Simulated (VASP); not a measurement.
# Se (Pm-3m) in VASP: notebook

Runs on Se. Level: PBE. Tasks: single point.

All numbers are computed with VASP 6.6.1; they aren't measurements. Logs are shortened: lines on timing, memory, paths and dates and some standing lists are left out, and cuts for length are marked.

### 1 Starting point

Symmetry: Pm-3m, No. 221, cubic system. Conventional cell: a = 2.811 Å, b = 2.811 Å, c = 2.811 Å, α = 90.00°, β = 90.00°, γ = 90.00°. Se (site symmetry m-3m) has 6 Se at 2.81 Å as nearest neighbours.

This isn't the form of Se at room conditions, which is trigonal, of chains.

### 2 Single point, PBE

INCAR

```
  ALGO = Fast
  EDIFF = 1E-6
  ENCUT = 500
  GGA = PE
  ISIF = 2
  ISMEAR = 0
  LASPH = True
  LCHARG = False
  LREAL = False
  LWAVE = False
  NELM = 80
  PREC = Accurate
  SIGMA = 0.02
```

KPOINTS

```
k-points
0
Gamma
  5 5 5
```

POSCAR

```
Se
1.0
    2.8105630200      0.0000000000      0.0000000000
    0.0000000000      2.8105630200      0.0000000000
    0.0000000000      0.0000000000      2.8105630200
Se
1
Direct
    0.0000000000      0.0000000000      0.0000000000
```

Potentials or basis: VASP PAW PBE potentials, release 64 (Se_GW).

Launch:

```
cat potpaw_PBE.64/Se_GW/POTCAR > POTCAR
mpirun -np 1 vasp_std > vasp.out
```

OUTCAR:

```text
EDIFF = 1E-6
   ENCUT = 500
   GGA = PE
   ISIF = 2
   ISMEAR = 0
   LASPH = True
   LREAL = False
   NELM = 80
   PREC = Accurate

 ion  position               nearest neighbor table
   1  0.000  0.000  0.000-

  LATTYP: Found a simple cubic cell.
 ALAT       =     2.8105630200

  Lattice vectors:

 A1 = (   2.8105630200,   0.0000000000,   0.0000000000)
 A2 = (   0.0000000000,   2.8105630200,   0.0000000000)
 A3 = (   0.0000000000,   0.0000000000,   2.8105630200)

Analysis of symmetry for initial positions (statically):
=====================================================================
 Subroutine PRICEL returns:
 Original cell was already a primitive cell.

 Routine SETGRP: Setting up the symmetry group for a
 simple cubic supercell.

 Subroutine GETGRP returns: Found 48 space group operations
 (whereof 48 operations were pure point group operations)
 out of a pool of 48 trial point group operations.

The static configuration has the point symmetry O_h .

Analysis of symmetry for dynamics (positions and initial velocities):
=====================================================================
 Subroutine PRICEL returns:
 Original cell was already a primitive cell.

 Routine SETGRP: Setting up the symmetry group for a
 simple cubic supercell.

 Subroutine GETGRP returns: Found 48 space group operations
 (whereof 48 operations were pure point group operations)
 out of a pool of 48 trial point group operations.

The dynamic configuration has the point symmetry O_h .

 Subroutine INISYM returns: Found 48 space group operations
 (whereof 48 operations are pure point group operations),
 and found     1 'primitive' translations

----------------------------------------------------------------------------------------

                                     Primitive cell

  volume of cell :      22.2014

  direct lattice vectors                    reciprocal lattice vectors
     2.810563020  0.000000000  0.000000000     0.355800597  0.000000000  0.000000000
     0.000000000  2.810563020  0.000000000     0.000000000  0.355800597  0.000000000
     0.000000000  0.000000000  2.810563020     0.000000000  0.000000000  0.355800597

  length of vectors
     2.810563020  2.810563020  2.810563020     0.355800597  0.355800597  0.355800597

  position of ions in fractional coordinates (direct lattice)
     0.000000000  0.000000000  0.000000000

  ion indices of the primitive-cell ions
   primitive index   ion index
                 1           1

----------------------------------------------------------------------------------------

 KPOINTS: k-points

Automatic generation of k-mesh.
 Grid dimensions read from file:
 generate k-points for:    5    5    5

 Generating k-lattice:

  Cartesian coordinates                     Fractional coordinates (reciprocal lattice)
     0.071160119  0.000000000  0.000000000     0.200000000  0.000000000  0.000000000
     0.000000000  0.071160119  0.000000000     0.000000000  0.200000000  0.000000000
     0.000000000  0.000000000  0.071160119     0.000000000  0.000000000  0.200000000

  Length of vectors
     0.071160119  0.071160119  0.071160119

  Shift w.r.t. Gamma in fractional coordinates (k-lattice)
     0.000000000  0.000000000  0.000000000

 Subroutine IBZKPT returns following result:
 ===========================================

 Found     10 irreducible k-points:

 Following reciprocal coordinates:
            Coordinates               Weight
  0.000000  0.000000  0.000000      1.000000
  0.200000  0.000000  0.000000      6.000000
  0.400000  0.000000  0.000000      6.000000
  0.200000  0.200000  0.000000     12.000000
  0.400000  0.200000  0.000000     24.000000
  0.400000  0.400000  0.000000     12.000000
  0.200000  0.200000  0.200000      8.000000
  0.400000  0.200000  0.200000     24.000000
  0.400000  0.400000  0.200000     24.000000
  0.400000  0.400000  0.400000      8.000000
   k-points           NKPTS =     10   k-points in BZ     NKDIM =     10   number of bands    NBANDS=      7
   number of dos      NEDOS =    301   number of ions     NIONS =      1
   total plane-waves  NPLWV =   8000
   dimension x,y,z NGX =    20 NGY =   20 NGZ =   20
   dimension x,y,z NGXF=    40 NGYF=   40 NGZF=   40
   ions per type =               1
   NGX,Y,Z   is equivalent  to a cutoff of  11.83, 11.83, 11.83 a.u.
   NGXF,Y,Z  is equivalent  to a cutoff of  23.66, 23.66, 23.66 a.u.
 SYSTEM =  unknown system
   PREC   = accura    normal or accurate (medium, high low for compatibility)
   ISTART =      0    job   : 0-new  1-cont  2-samecut
   ICHARG =      2    charge: 1-file 2-atom 10-const
   ISPIN  =      1    spin polarized calculation?
   LNONCOLLINEAR =      F non collinear calculations
   LSORBIT =      F    spin-orbit coupling
   LASPH  =      T    aspherical Exc in radial PAW
   ENCUT  =  500.0 eV  36.75 Ry    6.06 a.u.   5.12  5.12  5.12*2*pi/ulx,y,z
   NELM   =     80;   NELMIN=  2; NELMDL= -5     # of ELM steps
   EDIFF  = 0.1E-05   stopping-criterion for ELM
   LREAL  =      F    real-space projection
   EDIFFG = 0.1E-04   stopping-criterion for IOM
   NSW    =      0    number of steps for IOM
   IBRION =     -1    ionic relax: 0-MD 1-quasi-New 2-CG
   NFREE  =      0    steps in history (QN), initial steepest desc. (CG)
   ISIF   =      2    stress and relaxation
   ISYM   =      2    0-nonsym 1-usesym 2-fastsym
   POTIM  = 0.5000    time-step for ionic-motion
   TEBEG  =    0.0;   TEEND  =   0.0 temperature during run
   PSTRESS=    0.0 pullay stress
   NELECT =       6.0000    total number of electrons
   NUPDOWN=      -1.0000    fix difference up-down
   EMIN   =  10.00;   EMAX   =-10.00  energy-range for DOS
   EFERMI =   0.00;   METHOD = LEGACY
   ISMEAR =     0;   SIGMA  =   0.02  broadening in eV -4-tet -1-fermi 0-gaus
   EFERMI_NEDOS =   21; number of points for ismear=-14 and -15
   IALGO  =     68    algorithm
   IMIX   =      4    mixing-type and parameters
     AMIX     =   0.40;   BMIX     =  1.00
     AMIX_MAG =   1.60;   BMIX_MAG =  1.00
  volume/ion in A,a.u.               =      22.20       149.82
  Fermi-wavevector in a.u.,A,eV,Ry     =   1.058438  2.000157 15.242472  1.120290
  Thomas-Fermi vector in A             =   2.193747
   LORBIT       =      0    0 simple, 1 ext, 2 COOP (PROOUT), +10 PAW based schemes
   GGA     = PE    functional components
   LHFCALC =     F    Hartree Fock is set to
   AEXX    =    0.0000 exact exchange contribution
   IVDW    =     0    specifies the selected vdW correction
   LEPSILON=     F    determine dielectric tensor
   LRPA    =     F    only Hartree local field effects (RPA)
 non-spin polarized calculation
 RMM-DIIS sequential band-by-band and
 Gauss-broadening in eV      SIGMA  =   0.02
  energy-cutoff  :      500.00
  volume of cell :       22.20
 maximum number of plane-waves:       587
   NGX = 11   NGY = 11   NGZ = 11

 number of electron       5.9999999 magnetization

 Free energy of the ion-electron system (eV)
  ---------------------------------------------------
  ext. energy  EPLUGINS =         0.00000000
  ---------------------------------------------------
  free energy    TOTEN  =        -3.11787193 eV

  energy without entropy =       -3.11703935  energy(sigma->0) =       -3.11745564

 E-fermi :   4.3784     XC(G=0):  -9.9985

 val. band max:        4.3588301925   @ k =   0.4000   0.2000   0.2000
 cond. band min:       4.6470079445   @ k =   0.4000   0.2000   0.2000
 fundamental gap:      0.2881777520
 Fermi energy:         4.3783886831

 k-point     1 :       0.0000    0.0000    0.0000
  band No.  band energies     occupation
      1     -11.2986      2.00000
      2       6.3162      0.00000
      3       6.3162      0.00000
      4       6.3162      0.00000
      5      12.6448      0.00000
      6      12.6448      0.00000
      7      12.8449      0.00000

 k-point     2 :       0.2000    0.0000    0.0000
  band No.  band energies     occupation
      1     -10.7382      2.00000
      2       2.4274      2.00000
      3       6.7470      0.00000
      4       6.7470      0.00000
      5      13.2083      0.00000
      6      13.4687      0.00000
      7      17.6398      0.00000

 k-point     3 :       0.4000    0.0000    0.0000
  band No.  band energies     occupation
      1      -9.4766      2.00000
      2      -1.5360      2.00000
      3       7.5974      0.00000
      4       7.5974      0.00000
      5      14.5060      0.00000
      6      15.4805      0.00000
      7      18.7641      0.00000

 k-point     4 :       0.2000    0.2000    0.0000
  band No.  band energies     occupation
      1     -10.1789      2.00000
      2       2.8952      2.00000
      3       2.9799      2.00000
      4       7.1705      0.00000
      5      13.9043      0.00000
      6      16.2025      0.00000
      7      18.5095      0.00000

 k-point     5 :       0.4000    0.2000    0.0000
  band No.  band energies     occupation
      1      -8.9196      2.00000
      2      -1.0013      2.00000
      3       4.0211      2.00000
      4       8.0015      0.00000
      5      12.9149      0.00000
      6      15.7479      0.00000
      7      19.5627      0.00000

 k-point     6 :       0.4000    0.4000    0.0000
  band No.  band energies     occupation
      1      -7.6635      2.00000
      2       0.1341      2.00000
      3       0.1774      2.00000
      4       8.7833      0.00000
      5       9.0079      0.00000
      6      17.3764      0.00000
      7      20.7101      0.00000

 k-point     7 :       0.2000    0.2000    0.2000
  band No.  band energies     occupation
      1      -9.6204      2.00000
      2       3.3740      2.00000
      3       3.3740      2.00000
      4       3.5730      2.00000
      5      15.5185      0.00000
      6      17.9860      0.00000
      7      17.9860      0.00000

 k-point     8 :       0.4000    0.2000    0.2000
  band No.  band energies     occupation
      1      -8.3625      2.00000
      2      -0.4749      2.00000
      3       4.3588      1.83333
      4       4.6470      0.00000
      5      12.9301      0.00000
      6      14.4834      0.00000
      7      18.6501      0.00000

 k-point     9 :       0.4000    0.4000    0.2000
  band No.  band energies     occupation
      1      -7.1044      2.00000
      2       0.6258      2.00000
      3       0.6856      2.00000
      4       5.4960      0.00000
      5       9.6418      0.00000
      6      15.1124      0.00000
      7      15.5222      0.00000

 k-point    10 :       0.4000    0.4000    0.4000
  band No.  band energies     occupation
      1      -5.8326      2.00000
      2       1.6460      2.00000
      3       1.6460      2.00000
      4       1.8313      2.00000
      5      10.8341      0.00000
      6      11.6479      0.00000
      7      11.6479      0.00000

------------------------ aborting loop because EDIFF is reached ----------------------------------------

  FORCE on cell =-STRESS in cart. coord.  units (eV):
  Direction    XX          YY          ZZ          XY          YZ          ZX
  --------------------------------------------------------------------------------------
  -------------------------------------------------------------------------------------
  Total        0.0083624      0.0083624      0.0083624      0.0000000      0.0000000     -0.0000000
  in kB        0.6034785      0.6034785      0.6034785      0.0000000      0.0000000     -0.0000000
  external PRESSURE =       0.6034785 kB  Pullay stress =       0.0000000 kB

 VOLUME and BASIS-vectors are now :
 -----------------------------------------------------------------------------
  energy-cutoff  :      500.00
  volume of cell :       22.20
      direct lattice vectors                 reciprocal lattice vectors
     2.810563020  0.000000000  0.000000000     0.355800597  0.000000000  0.000000000
     0.000000000  2.810563020  0.000000000     0.000000000  0.355800597  0.000000000
     0.000000000  0.000000000  2.810563020     0.000000000  0.000000000  0.355800597

 POSITION                                       TOTAL-FORCE (eV/Angst)
 -----------------------------------------------------------------------------------
      0.00000      0.00000      0.00000         0.000000      0.000000      0.000000
 -----------------------------------------------------------------------------------
    total drift:                               -0.000000      0.000000     -0.000000

  FREE ENERGIE OF THE ION-ELECTRON SYSTEM (eV)
  ---------------------------------------------------
  free  energy   TOTEN  =        -3.1178719257 eV

  energy  without entropy=       -3.1170393482  energy(sigma->0) =       -3.11745564
```

Wall time 2.2 s (1 thread of AMD EPYC 7R43 (Zen 3), shared host); peak memory 0.08 GiB.

What came out:

```yaml
Free_energy: -3.1179 eV
Pressure: 0.1 GPa
Band_gap_on_the_k_mesh: none (metal or under the smearing width)
```

Levels at points of the mesh, in eV from the Fermi level:
```tsv
k point	band 1	band 2	band 3	band 4	band 5	band 6	band 7
(0.00, 0.00, 0.00)	-15.68	1.94	1.94	1.94	8.27	8.27	8.47
```

Caveat: the k mesh is coarse (spacing up to 0.45 Å⁻¹), so the values aren't converged.

### 3 Single point, PBE

INCAR

```
SYSTEM = Se
ALGO = Normal
EDIFF = 1E-6
ENCUT = 450
GGA = PE
ISIF = 2
ISMEAR = 0
LASPH = .True.
LCHARG = .True.
LELF = .True.
LREAL = .False.
LVHAR = .True.
LWAVE = .False.
NBANDS = 9
NELM = 100
PREC = Accurate
SIGMA = 0.02
```

KPOINTS

```
k-points
0
Gamma
  6 6 6
  0 0 0
```

POSCAR is that of step 2.

Potentials or basis: VASP PAW PBE potentials, release 64 (Se_GW).

Launch:

```
cat potpaw_PBE.64/Se_GW/POTCAR > POTCAR
mpirun -np 1 vasp_std > vasp.out
```

It took 3.2 s on 1 thread of AMD EPYC 7R43 (Zen 3), shared host; peak memory 0.07 GiB.

It converged, with:

```yaml
Free_energy: -3.1702 eV
Pressure: 1.0 GPa
Band_gap_on_the_k_mesh: none (metal or under the smearing width)
```

Levels at points of the mesh, in eV from the Fermi level:
```
           k point  band 1  band 2  band 3  band 4  band 5  band 6  band 7  band 8
(0.00, 0.00, 0.00)  -16.21    1.40    1.40    1.40    7.73    7.73    7.92   22.34
(0.50, 0.00, 0.00)  -14.09   -7.11    2.86    2.86    9.92   11.65   12.60   13.58
(0.50, 0.50, 0.00)  -11.97   -5.14   -5.14    2.85    4.18   13.46   15.80   15.80
(0.50, 0.50, 0.50)   -9.80   -3.40   -3.40   -3.40    5.79    5.79    5.79    9.91
```

Caveat: the k mesh is coarse (spacing up to 0.37 Å⁻¹), so the values aren't converged.

### 4 For comparison

An earlier run on the cell as given: functional PBE; potentials or basis VASP PAW PBE potentials, release 64 (Se); cutoff 520 eV; k mesh 9 × 9 × 9; occupations fermi-dirac, width 0.05 eV; no spin polarisation.

* Pressure: 2.0 GPa
* Band gap on the k mesh: none (metal or under the smearing width)

### 5 Overview

| potentials or basis | k mesh | cutoff (eV) | smearing | mesh quality | gap on the mesh (eV) | pressure (GPa) |
| --- | --- | --- | --- | --- | --- | --- |
| VASP PAW PBE potentials, release 64 (Se_GW) | 5 × 5 × 5 | 500 | gaussian 0.02 eV | coarse | none | 0.1 |
| VASP PAW PBE potentials, release 64 (Se_GW) | 6 × 6 × 6 | 450 | gaussian 0.02 eV | coarse | none | 1.0 |
| VASP PAW PBE potentials, release 64 (Se) | 9 × 9 × 9 | 520 | fermi-dirac 0.05 eV | not flagged | none | 2.0 |

Alike in all rows: task single point; level PBE; no spin polarisation; cell as given.

Caveats: some runs use coarse meshes.

Total energies depend on the potentials used, so only differences within one code and one set of settings carry meaning.
